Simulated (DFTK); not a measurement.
# Rh (Fm-3m) in DFTK: reference runs

Reference runs on Rh: the cell as given.

All numbers are computed with DFTK 0.8.2; they aren't measurements. Logs are shortened: lines on timing, memory, paths and dates and some standing lists are left out, and cuts for length are marked.

## Step 1: The structure

The structure is cubic, space group Fm-3m (No. 225). The conventional cell has a = 3.796 Å, b = 3.796 Å, c = 3.796 Å, α = 90.00°, β = 90.00°, γ = 90.00°. Rh (site symmetry m-3m) is surrounded by 12 Rh at 2.68 Å.

## Step 2: Single point, PBEsol

Input file run.jl:

```julia
using DFTK
using PseudoPotentialData
using Unitful, UnitfulAtomic
using LinearAlgebra, Printf
include("save.jl")
disable_threading()

# lattice vectors are the columns
lattice = austrip(1u"Å") * [           0.0        1.89785        1.89785;
                  1.89785            0.0        1.89785;
                  1.89785        1.89785            0.0]
symbols   = [:Rh]
positions = [[0.0, 0.0, 0.0]]
pseudopotentials = PseudoFamily("dojo.nc.sr.pbesol.v0_4_1.standard.upf")
elements = Dict(s => ElementPsp(s, pseudopotentials) for s in unique(symbols))
atoms    = [elements[s] for s in symbols]

build_model(lattice, positions; symmetries=true) =
    model_DFT(lattice, atoms, positions;
              functionals=PBEsol(),
              temperature=austrip(0.05u"eV"),
              smearing=Smearing.FermiDirac(),
              symmetries)
Ecut  = 44.0  # hartree
kgrid = [12, 12, 12]
tol   = 1e-6
to_GPa = ustrip(uconvert(u"GPa", 1u"hartree/bohr^3"))

model = build_model(lattice, positions)
basis = PlaneWaveBasis(model; Ecut, kgrid)
display(basis)
scfres = self_consistent_field(basis;
                               tol,
                               nbandsalg=AdaptiveBands(model; n_bands_converge=13))
display(scfres.energies)
@printf "Fermi level: %.6f eV\n" ustrip(auconvert(u"eV", something(scfres.εF, NaN)))
forces = compute_forces_cart(scfres)
println("Forces (eV/Å)")
for (s, f) in zip(symbols, forces)
    @printf "%-3s %12.6f %12.6f %12.6f\n" s ustrip.(auconvert.(u"eV/Å", f))...
end
stress = compute_stresses_cart(scfres)
println("Stress (GPa)")
display(round.(stress * to_GPa; digits=4))
println("Levels at the first k-point (eV): ", round.(ustrip.(auconvert.(u"eV", scfres.eigenvalues[1][1:scfres.n_bands_converge])); digits=4))
save_scf!(scfres; forces, stress)
```

Potentials or basis: dojo.nc.sr.pbesol.v0_4_1.standard.upf (PBEsol).

The run is started by

```bash
> julia --threads=1 run.jl  # save.jl only writes the numbers to a file and isn't shown; printed stress counts tension as positive; times include loading and compiling
```

The log of the run:

```text
PlaneWaveBasis discretization:

    Ecut                 : 44.0 Ha
    fft_size             : (36, 36, 36), 46656 total points
    kgrid                : MonkhorstPack([12, 12, 12])
    num.   red. kpoints  : 1728
    num. irred. kpoints  : 72

    Discretized Model(gga_x_pbe_sol+gga_c_pbe_sol, 3D):
        lattice (in Bohr)    : [0         , 3.58642   , 3.58642   ]
                               [3.58642   , 0         , 3.58642   ]
                               [3.58642   , 3.58642   , 0         ]
        unit cell volume     : 92.26 Bohr³

        atoms                : Rh
        pseudopot. family    : PseudoFamily("dojo.nc.sr.pbesol.v0_4_1.standard.upf")

        num. electrons       : 17
        spin polarization    : none
        temperature          : 0.0018375 Ha
        smearing             : DFTK.Smearing.FermiDirac()

        terms                : Kinetic()
                               AtomicLocal()
                               AtomicNonlocal()
                               Ewald(nothing)
                               PspCorrection()
                               Hartree()
                               Xc(gga_x_pbe_sol, gga_c_pbe_sol)
                               Entropy()
n     Energy            log10(ΔE)   log10(Δρ)   Diag   Δtime
---   ---------------   ---------   ---------   ----   ------
  1   -117.1775146384                   -0.71    4.4    8.46s
  2   -117.2093711961       -1.50       -1.10    1.1    4.82s
  3   -117.2158092044       -2.19       -1.68    2.4    5.68s
  4   -117.2160021438       -3.71       -2.28    1.0    4.55s
  5   -117.2160156958       -4.87       -2.60    2.1    4.56s
  6   -117.2160174521       -5.76       -3.17    1.3    4.54s
  7   -117.2160178031       -6.45       -3.57    2.0    5.52s
  8   -117.2160178297       -7.57       -4.17    1.3    4.46s
  9   -117.2160178333       -8.45       -4.79    2.1    5.31s
 10   -117.2160178335       -9.70       -5.40    1.9    5.30s
 11   -117.2160178335      -11.15       -5.81    2.0    4.76s
 12   -117.2160178335      -12.00       -6.49    1.9    4.69s
Energy breakdown (in Ha):
    Kinetic             38.7053524
    AtomicLocal         -74.4404488
    AtomicNonlocal      6.9861840
    Ewald               -92.3641367
    PspCorrection       3.9638558
    Hartree             18.7378474
    Xc                  -18.8043722
    Entropy             -0.0002997

    total               -117.216017833462
Fermi level: 16.347378 eV
Forces (eV/Å)
Rh     -0.000000    -0.000000     0.000000
Stress (GPa)
3×3 StaticArraysCore.SMatrix{3, 3, Float64, 9} with indices SOneTo(3)×SOneTo(3):
 3.4037  0.0     0.0
 0.0     3.4037  0.0
 0.0     0.0     3.4037
Levels at the first k-point (eV): [-62.5426, -30.0165, -30.0165, -30.0165, 8.2378, 13.1981, 13.1981, 13.1981, 15.3305, 15.3305, 32.433, 37.8686, 37.8686]
```

It took 1.9 min on 1 thread of AMD EPYC 7R43 (Zen 3), shared host; peak memory 1.6 GiB.

What came out:

```
Free energy            : -3189.6103 eV
Pressure               : -3.4 GPa
Band gap on the k mesh : none (metal or under the smearing width)
```
